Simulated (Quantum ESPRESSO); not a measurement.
Here is a Quantum ESPRESSO 7.5 calculation.

pw.in

```
&CONTROL
  calculation = 'scf'
  prefix = 'pwscf'
  outdir = './tmp'
  pseudo_dir = './pseudo'
  tprnfor = .true.
  tstress = .true.
  disk_io = 'low'
/
&SYSTEM
  ibrav = 0
  nat = 2
  ntyp = 2
  ecutwfc = 70
  nbnd = 14
  input_dft = 'r2scan'
  occupations = 'smearing'
  smearing = 'fd'
  degauss = 0.00367493
  nosym = .true.
/
&ELECTRONS
  conv_thr = 1d-08
  electron_maxstep = 120
  mixing_beta = 0.5
/
ATOMIC_SPECIES
K     39.0983 K_ONCV_PBE-1.2.upf
Cl    35.4500 Cl_ONCV_PBE-1.2.upf
CELL_PARAMETERS angstrom
   3.8391960000    0.0000000000    0.0000000000
   0.0000000000    3.8391960000    0.0000000000
   0.0000000000    0.0000000000    3.8391960000
ATOMIC_POSITIONS crystal
K      0.0000000000    0.0000000000    0.0000000000
Cl     0.5000000000    0.5000000000    0.5000000000
K_POINTS automatic
5 5 5 0 0 0
```

File bands.in:

```
&CONTROL
  calculation = 'bands'
  prefix = 'pwscf'
  outdir = './tmp'
  pseudo_dir = './pseudo'
  disk_io = 'low'
  verbosity = 'high'
/
&SYSTEM
  ibrav = 0
  nat = 2
  ntyp = 2
  ecutwfc = 70
  nbnd = 14
  input_dft = 'r2scan'
  occupations = 'smearing'
  smearing = 'fd'
  degauss = 0.00367493
  nosym = .true.
/
&ELECTRONS
  conv_thr = 1d-08
  electron_maxstep = 120
  mixing_beta = 0.5
  diago_full_acc = .true.
  startingwfc = 'random'
/
ATOMIC_SPECIES
K     39.0983 K_ONCV_PBE-1.2.upf
Cl    35.4500 Cl_ONCV_PBE-1.2.upf
CELL_PARAMETERS angstrom
   3.8391960000    0.0000000000    0.0000000000
   0.0000000000    3.8391960000    0.0000000000
   0.0000000000    0.0000000000    3.8391960000
ATOMIC_POSITIONS crystal
K      0.0000000000    0.0000000000    0.0000000000
Cl     0.5000000000    0.5000000000    0.5000000000
K_POINTS crystal
60
 0.0000000000  0.0000000000  0.0000000000 1
 0.0000000000  0.0714285714  0.0000000000 1
 0.0000000000  0.1428571429  0.0000000000 1
 0.0000000000  0.2142857143  0.0000000000 1
 0.0000000000  0.2857142857  0.0000000000 1
 0.0000000000  0.3571428571  0.0000000000 1
 0.0000000000  0.4285714286  0.0000000000 1
 0.0000000000  0.5000000000  0.0000000000 1
 0.0714285714  0.5000000000  0.0000000000 1
 0.1428571429  0.5000000000  0.0000000000 1
 0.2142857143  0.5000000000  0.0000000000 1
 0.2857142857  0.5000000000  0.0000000000 1
 0.3571428571  0.5000000000  0.0000000000 1
 0.4285714286  0.5000000000  0.0000000000 1
 0.5000000000  0.5000000000  0.0000000000 1
 0.4545454545  0.4545454545  0.0000000000 1
 0.4090909091  0.4090909091  0.0000000000 1
 0.3636363636  0.3636363636  0.0000000000 1
 0.3181818182  0.3181818182  0.0000000000 1
 0.2727272727  0.2727272727  0.0000000000 1
 0.2272727273  0.2272727273  0.0000000000 1
 0.1818181818  0.1818181818  0.0000000000 1
 0.1363636364  0.1363636364  0.0000000000 1
 0.0909090909  0.0909090909  0.0000000000 1
 0.0454545455  0.0454545455  0.0000000000 1
 0.0000000000  0.0000000000  0.0000000000 1
 0.0357142857  0.0357142857  0.0357142857 1
 0.0714285714  0.0714285714  0.0714285714 1
 0.1071428571  0.1071428571  0.1071428571 1
 0.1428571429  0.1428571429  0.1428571429 1
 0.1785714286  0.1785714286  0.1785714286 1
 0.2142857143  0.2142857143  0.2142857143 1
 0.2500000000  0.2500000000  0.2500000000 1
 0.2857142857  0.2857142857  0.2857142857 1
 0.3214285714  0.3214285714  0.3214285714 1
 0.3571428571  0.3571428571  0.3571428571 1
 0.3928571429  0.3928571429  0.3928571429 1
 0.4285714286  0.4285714286  0.4285714286 1
 0.4642857143  0.4642857143  0.4642857143 1
 0.5000000000  0.5000000000  0.5000000000 1
 0.4545454545  0.5000000000  0.4545454545 1
 0.4090909091  0.5000000000  0.4090909091 1
 0.3636363636  0.5000000000  0.3636363636 1
 0.3181818182  0.5000000000  0.3181818182 1
 0.2727272727  0.5000000000  0.2727272727 1
 0.2272727273  0.5000000000  0.2272727273 1
 0.1818181818  0.5000000000  0.1818181818 1
 0.1363636364  0.5000000000  0.1363636364 1
 0.0909090909  0.5000000000  0.0909090909 1
 0.0454545455  0.5000000000  0.0454545455 1
 0.0000000000  0.5000000000  0.0000000000 1
 0.5000000000  0.5000000000  0.0000000000 1
 0.5000000000  0.5000000000  0.0625000000 1
 0.5000000000  0.5000000000  0.1250000000 1
 0.5000000000  0.5000000000  0.1875000000 1
 0.5000000000  0.5000000000  0.2500000000 1
 0.5000000000  0.5000000000  0.3125000000 1
 0.5000000000  0.5000000000  0.3750000000 1
 0.5000000000  0.5000000000  0.4375000000 1
 0.5000000000  0.5000000000  0.5000000000 1
```

Potentials or basis: SG15 PBE 1.2.

Launch:

```sh
$ OMP_NUM_THREADS=1 mpirun -n 2 pw.x -nk 2 -in pw.in > pw.out
$ OMP_NUM_THREADS=1 mpirun -n 2 pw.x -nk 2 -in bands.in > bands.out
```

Problem. Estimate the band gap on the k mesh.

Solution. 5.49 eV, indirect (least direct gap 5.66 eV).

Problem. Predict the band gap along the path.

Solution. 5.45 eV, indirect (least direct gap 5.66 eV).

Problem. Predict the pressure.

Solution. -1.1 GPa.

Levels at the corners of the path, in eV from the valence-band top:
```csv
point,band 4,band 5,band 6,band 7,band 8,band 9,band 10,band 11,band 12,band 13
Γ,-11.76,-11.76,-0.21,-0.21,-0.21,5.45,7.23,7.23,11.59,11.59
X,-11.73,-11.67,-1.76,-0.21,-0.21,8.39,8.61,8.99,10.93,11.41
M,-11.98,-11.71,-1.21,-1.21,0.00,6.86,8.06,9.81,9.81,12.14
Γ,-11.76,-11.76,-0.21,-0.21,-0.21,5.45,7.23,7.23,11.59,11.59
R,-11.92,-11.92,-1.32,-1.32,-1.32,9.51,9.51,9.51,10.79,10.79
X,-11.73,-11.67,-1.76,-0.21,-0.21,8.39,8.61,8.99,10.93,11.41
M,-11.98,-11.71,-1.21,-1.21,0.00,6.86,8.06,9.81,9.81,12.14
R,-11.92,-11.92,-1.32,-1.32,-1.32,9.51,9.51,9.51,10.79,10.79
```

Caveat: the potentials were made for another functional, which shifts forces and pressure; this potential file gives levels or pressures that part from those of other sets. r2SCAN opens gaps a little over a GGA but as a rule still falls short of measured ones.
